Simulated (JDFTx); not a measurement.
## C in JDFTx: the effect of exact exchange share

Slab: C, a slab with vacuum.

```
C
1.0
     2.45617    0.00000    0.00000
    -1.22809    2.12711    0.00000
     0.00000    0.00000    8.52380
C
2
Direct
  0.66667 0.33333 0.00000
  0.33333 0.66667 0.00000
```

The slab is cut from a database's or a generator's crystal, which needn't be the stable form of the element.

Alike in all runs:

| Item | Value |
| --- | --- |
| Program | JDFTx 1.7.0 (patched build) |
| Task | single point |
| Potentials or basis | PseudoDojo-SR-PBE-0.5-standard with smoothed tails |
| Cutoff | 1116 eV |
| Density cutoff | 8925 eV |
| k mesh | 5 × 5 × 1 |
| Occupations | fermi-dirac, width 0.05 eV |
| Spin | no spin polarisation |

Q: One run gave: gap on the mesh 3.90 eV. Which exact exchange share did it use?
A. 0.4
B. 0.3
C. 0.25
D. 0.1
E. 0.2

A: E.

```csv
exact exchange share,functional,gap on the mesh (eV)
0.1,PBE0 (exact-exchange share 0.1),3.37
0.2,PBE0 (exact-exchange share 0.2),3.90
0.25,PBE0 (exact-exchange share 0.25),4.17
0.3,PBE0 (exact-exchange share 0.3),4.44
0.4,PBE0 (exact-exchange share 0.4),4.97
```

Caveats: all runs use coarse meshes; the hybrid runs on potentials with a model core.

A k mesh can miss the band edges.
